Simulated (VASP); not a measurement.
# BN (P6_3/mmc) in VASP: notebook, part 2 of 2

VASP 6.6.1. Earlier steps stand in the parts before.

## Step 4: Band structure, LDA

File POSCAR:

```
BN
1.0
    2.4982400000      0.0000000000      0.0000000000
   -1.2491200000      2.1635393048      0.0000000000
    0.0000000000      0.0000000000      6.6357000000
N B
2 2
Direct
    0.6666666667      0.3333333333      0.2500000000
    0.3333333333      0.6666666667      0.7500000000
    0.6666666667      0.3333333333      0.7500000000
    0.3333333333      0.6666666667      0.2500000000
```

File INCAR.step1:

```
SYSTEM = BN
ALGO = Fast ; EDIFF = 1E-6
ENCUT = 520 ; ISIF = 2
ISMEAR = 0 ; LASPH = .True.
LCHARG = .True. ; LREAL = .False.
LWAVE = .False. ; NBANDS = 16
NELM = 60 ; PREC = Accurate
SIGMA = 0.02
```

File KPOINTS.step1:

```
k-points
0
Gamma
  12 12 4
  0 0 0
```

File INCAR.step2:

```
SYSTEM = BN
ALGO = Fast ; EDIFF = 1E-6
ENCUT = 520 ; ICHARG = 11
ISIF = 2 ; ISMEAR = 0
LASPH = .True. ; LCHARG = .False.
LREAL = .False. ; LWAVE = .False.
NBANDS = 16 ; NELM = 60
PREC = Accurate ; SIGMA = 0.05
```

File KPOINTS.step2:

```
path GMKGALHA,LM,KH
15
line-mode
reciprocal
 0.0000000000  0.0000000000  0.0000000000  G
 0.5000000000  0.0000000000  0.0000000000  M

 0.5000000000  0.0000000000  0.0000000000  M
 0.3333333333  0.3333333333  0.0000000000  K

 0.3333333333  0.3333333333  0.0000000000  K
 0.0000000000  0.0000000000  0.0000000000  G

 0.0000000000  0.0000000000  0.0000000000  G
 0.0000000000  0.0000000000  0.5000000000  A

 0.0000000000  0.0000000000  0.5000000000  A
 0.5000000000  0.0000000000  0.5000000000  L

 0.5000000000  0.0000000000  0.5000000000  L
 0.3333333333  0.3333333333  0.5000000000  H

 0.3333333333  0.3333333333  0.5000000000  H
 0.0000000000  0.0000000000  0.5000000000  A

 0.5000000000  0.0000000000  0.5000000000  L
 0.5000000000  0.0000000000  0.0000000000  M

 0.3333333333  0.3333333333  0.0000000000  K
 0.3333333333  0.3333333333  0.5000000000  H
```

Potentials or basis: VASP PAW LDA potentials, release 64 (N, B).

Run with:

```
$ cat potpaw_LDA.64/N/POTCAR potpaw_LDA.64/B/POTCAR > POTCAR
$ cp INCAR.step1 INCAR
$ cp KPOINTS.step1 KPOINTS
$ mpirun -np 1 vasp_std > vasp.out
$ cp INCAR.step2 INCAR
$ cp KPOINTS.step2 KPOINTS
$ mpirun -np 1 vasp_std > vasp.out
```

It took 38 s on 1 thread of Intel Xeon 6975P-C (Granite Rapids), shared host; peak memory 0.17 GiB.

The run converged. Its results:

```yaml
Band_gap_on_the_k_mesh: 4.09 eV, indirect (least direct gap 4.51 eV)
Band_gap_along_the_path: 4.04 eV, indirect (least direct gap 4.51 eV)
```

Levels at the corners of the path, in eV from the valence-band top:
```csv
point,band 6,band 7,band 8,band 9,band 10,band 11
Γ,-1.38,-1.34,-1.34,4.89,10.02,11.44
M,-4.15,-1.53,-0.48,4.04,5.50,9.48
M,-4.15,-1.53,-0.48,4.04,5.50,9.48
K,-7.10,-0.13,-0.13,4.70,4.70,10.34
K,-7.10,-0.13,-0.13,4.70,4.70,10.34
Γ,-1.38,-1.34,-1.34,4.89,10.02,11.44
Γ,-1.38,-1.34,-1.34,4.89,10.02,11.44
A,-1.36,-1.36,-1.36,7.33,7.33,11.50
A,-1.36,-1.36,-1.36,7.33,7.33,11.50
L,-4.18,-0.99,-0.99,4.53,4.53,9.93
L,-4.18,-0.99,-0.99,4.53,4.53,9.93
H,-7.11,-0.04,-0.04,4.47,4.47,11.57
H,-7.11,-0.04,-0.04,4.47,4.47,11.57
A,-1.36,-1.36,-1.36,7.33,7.33,11.50
L,-4.18,-0.99,-0.99,4.53,4.53,9.93
M,-4.15,-1.53,-0.48,4.04,5.50,9.48
K,-7.10,-0.13,-0.13,4.70,4.70,10.34
H,-7.11,-0.04,-0.04,4.47,4.47,11.57
```

Caveat: the log is that of the step along the path at fixed density, whose energy, stress, charges and moments have no meaning. A hybrid or GW would open this gap; LDA tends to underestimate it.

## Step 5: Band structure, TB-mBJ

POSCAR is that of step 4.

File INCAR.step1:

```
SYSTEM = BN
ALGO = Normal ; EDIFF = 1E-5
ENCUT = 520 ; GGA = PE
ISIF = 2 ; ISMEAR = 0
LASPH = .True. ; LCHARG = .False.
LREAL = .False. ; LWAVE = .True.
NBANDS = 16 ; NELM = 60
PREC = Accurate ; SIGMA = 0.02
```

File INCAR.step2:

```
SYSTEM = BN
ALGO = Normal ; EDIFF = 1E-6
ENCUT = 520 ; ISIF = 2
ISMEAR = 0 ; ISTART = 1
LASPH = .True. ; LCHARG = .False.
LREAL = .False. ; LWAVE = .False.
METAGGA = MBJ ; NBANDS = 16
NELM = 60 ; PREC = Accurate
SIGMA = 0.02
```

File KPOINTS:

```
k-points
0
Gamma
  12 12 4
  0 0 0
```

File KPOINTS_OPT:

```
path GMKGALHA,LM,KH
15
line-mode
reciprocal
 0.0000000000  0.0000000000  0.0000000000  G
 0.5000000000  0.0000000000  0.0000000000  M

 0.5000000000  0.0000000000  0.0000000000  M
 0.3333333333  0.3333333333  0.0000000000  K

 0.3333333333  0.3333333333  0.0000000000  K
 0.0000000000  0.0000000000  0.0000000000  G

 0.0000000000  0.0000000000  0.0000000000  G
 0.0000000000  0.0000000000  0.5000000000  A

 0.0000000000  0.0000000000  0.5000000000  A
 0.5000000000  0.0000000000  0.5000000000  L

 0.5000000000  0.0000000000  0.5000000000  L
 0.3333333333  0.3333333333  0.5000000000  H

 0.3333333333  0.3333333333  0.5000000000  H
 0.0000000000  0.0000000000  0.5000000000  A

 0.5000000000  0.0000000000  0.5000000000  L
 0.5000000000  0.0000000000  0.0000000000  M

 0.3333333333  0.3333333333  0.0000000000  K
 0.3333333333  0.3333333333  0.5000000000  H
```

Potentials or basis: VASP PAW PBE potentials, release 64 (N, B).

Run with:

```
$ cat potpaw_PBE.64/N/POTCAR potpaw_PBE.64/B/POTCAR > POTCAR
$ cp INCAR.step1 INCAR
$ mpirun -np 1 vasp_std > vasp.out
$ cp INCAR.step2 INCAR
$ mpirun -np 1 vasp_std > vasp.out
```

OUTCAR:

```text
SYSTEM = BN
   EDIFF = 1E-6
   ENCUT = 520
   ISIF = 2
   ISMEAR = 0
   ISTART = 1
   LASPH = .True.
   LREAL = .False.
   METAGGA = MBJ
   NELM = 60
   PREC = Accurate

 ion  position               nearest neighbor table
   1  0.667  0.333  0.250-   4 1.44   4 1.44   4 1.44
   2  0.333  0.667  0.750-   3 1.44   3 1.44   3 1.44
   3  0.667  0.333  0.750-   2 1.44   2 1.44   2 1.44
[... 660 lines left out ...]

  FORCE on cell =-STRESS in cart. coord.  units (eV):
  Direction    XX          YY          ZZ          XY          YZ          ZX
  --------------------------------------------------------------------------------------
  -------------------------------------------------------------------------------------
  Total      -16.4458138    -16.4458138     -2.1963667     -0.0000000      0.0000000      0.0000000
  in kB     -734.6496225   -734.6496225    -98.1137181     -0.0000000      0.0000000      0.0000000
  external PRESSURE =    -522.4709877 kB  Pullay stress =       0.0000000 kB

 VOLUME and BASIS-vectors are now :
 -----------------------------------------------------------------------------
  energy-cutoff  :      520.00
  volume of cell :       35.87
      direct lattice vectors                 reciprocal lattice vectors
     2.498240000  0.000000000  0.000000000     0.400281798  0.231102804  0.000000000
    -1.249120000  2.163539305  0.000000000     0.000000000  0.462205608  0.000000000
     0.000000000  0.000000000  6.635700000     0.000000000  0.000000000  0.150700002

 POSITION                                       TOTAL-FORCE (eV/Angst)
 -----------------------------------------------------------------------------------
      1.24912      0.72118      1.65892         0.000000     -0.000000      0.000000
     -0.00000      1.44236      4.97677         0.000000     -0.000000      0.000000
      1.24912      0.72118      4.97677        -0.000000      0.000000      0.000000
     -0.00000      1.44236      1.65892        -0.000000     -0.000000      0.000000
 -----------------------------------------------------------------------------------
    total drift:                                0.000000     -0.000000      0.000000

  FREE ENERGIE OF THE ION-ELECTRON SYSTEM (eV)
  ---------------------------------------------------
  free  energy   TOTEN  =        -0.3626763353 eV

  energy  without entropy=       -0.3626763353  energy(sigma->0) =       -0.36267634
```

OUTCAR.step1:

```text
SYSTEM = BN
   EDIFF = 1E-5
   ENCUT = 520
   GGA = PE
   ISIF = 2
   ISMEAR = 0
[... 689 lines left out ...]
      1.24912      0.72118      1.65892        -0.000000     -0.000000      0.000000
     -0.00000      1.44236      4.97677         0.000000     -0.000000      0.000000
      1.24912      0.72118      4.97677         0.000000     -0.000000      0.000000
     -0.00000      1.44236      1.65892        -0.000000      0.000000      0.000000
 -----------------------------------------------------------------------------------
    total drift:                                0.000000     -0.000000      0.000000

  FREE ENERGIE OF THE ION-ELECTRON SYSTEM (eV)
  ---------------------------------------------------
  free  energy   TOTEN  =       -35.1469095083 eV

  energy  without entropy=      -35.1469095083  energy(sigma->0) =      -35.14690951
```

It took 1.8 min on 1 thread of Intel Xeon 6975P-C (Granite Rapids), shared host; peak memory 0.18 GiB.

What came out:

| Property | Result |
| --- | --- |
| Band gap on the k mesh | 6.04 eV, indirect (least direct gap 6.41 eV) |
| Band gap along the path | 6.00 eV, indirect (least direct gap 6.41 eV) |

Levels at the corners of the path, in eV from the valence-band top:
| point | band 6 | band 7 | band 8 | band 9 | band 10 | band 11 |
| --- | --- | --- | --- | --- | --- | --- |
| Γ | -1.85 | -1.82 | -1.82 | 6.61 | 11.98 | 12.42 |
| M | -4.48 | -1.22 | -0.41 | 6.00 | 7.21 | 10.56 |
| M | -4.48 | -1.22 | -0.41 | 6.00 | 7.21 | 10.56 |
| K | -7.60 | -0.09 | -0.09 | 6.72 | 6.72 | 12.13 |
| K | -7.60 | -0.09 | -0.09 | 6.72 | 6.72 | 12.13 |
| Γ | -1.85 | -1.82 | -1.82 | 6.61 | 11.98 | 12.42 |
| Γ | -1.85 | -1.82 | -1.82 | 6.61 | 11.98 | 12.42 |
| A | -1.83 | -1.83 | -1.83 | 8.97 | 8.97 | 12.48 |
| A | -1.83 | -1.83 | -1.83 | 8.97 | 8.97 | 12.48 |
| L | -4.51 | -0.80 | -0.80 | 6.37 | 6.37 | 10.83 |
| L | -4.51 | -0.80 | -0.80 | 6.37 | 6.37 | 10.83 |
| H | -7.61 | -0.04 | -0.04 | 6.51 | 6.51 | 13.35 |
| H | -7.61 | -0.04 | -0.04 | 6.51 | 6.51 | 13.35 |
| A | -1.83 | -1.83 | -1.83 | 8.97 | 8.97 | 12.48 |
| L | -4.51 | -0.80 | -0.80 | 6.37 | 6.37 | 10.83 |
| M | -4.48 | -1.22 | -0.41 | 6.00 | 7.21 | 10.56 |
| K | -7.60 | -0.09 | -0.09 | 6.72 | 6.72 | 12.13 |
| H | -7.61 | -0.04 | -0.04 | 6.51 | 6.51 | 13.35 |

Caveat: the PAW data sets were made with another functional, which shifts forces and pressure a little.

## Step 6: Overview

```csv
task,level,potentials or basis,k mesh,cutoff (eV),smearing,GW scheme,GW iterations,cutoff of the response function,frequency points,empty bands,mesh quality,gap on the mesh (eV)
evGW0 quasiparticle levels,PBE,"VASP PAW PBE potentials, release 64 (N_GW, B_GW)",6 × 6 × 2,450,gaussian 0.01 eV,evGW0,4,120,50,107,coarse,-
band structure,PBE,"VASP PAW PBE potentials, release 64 (N, B)",12 × 12 × 4,520,gaussian 0.02 eV,-,-,-,-,-,not flagged,4.29
band structure,LDA,"VASP PAW LDA potentials, release 64 (N, B)",12 × 12 × 4,520,gaussian 0.02 eV,-,-,-,-,-,not flagged,4.09
band structure,TB-mBJ,"VASP PAW PBE potentials, release 64 (N, B)",12 × 12 × 4,520,gaussian 0.02 eV,-,-,-,-,-,not flagged,6.04
```

Alike in all rows: no spin polarisation; cell as given.

Caveats: some runs use coarse meshes; this functional lacks dispersion, which binds the layers, so the pressure and a relaxed spacing across them are unreliable (some runs); the cutoff is under 1.25 times the usual one of these potentials, so pressure, stress and relaxed cells hold a basis-set (Pulay) error (some runs); bands, screening cutoff and mesh are small and nothing is extrapolated, so the quasiparticle values aren't converged (some runs); the PAW data sets were made with another functional, which shifts forces and pressure a little (some runs).

Total energies depend on the potentials used, so only differences within one code and one set of settings carry meaning.
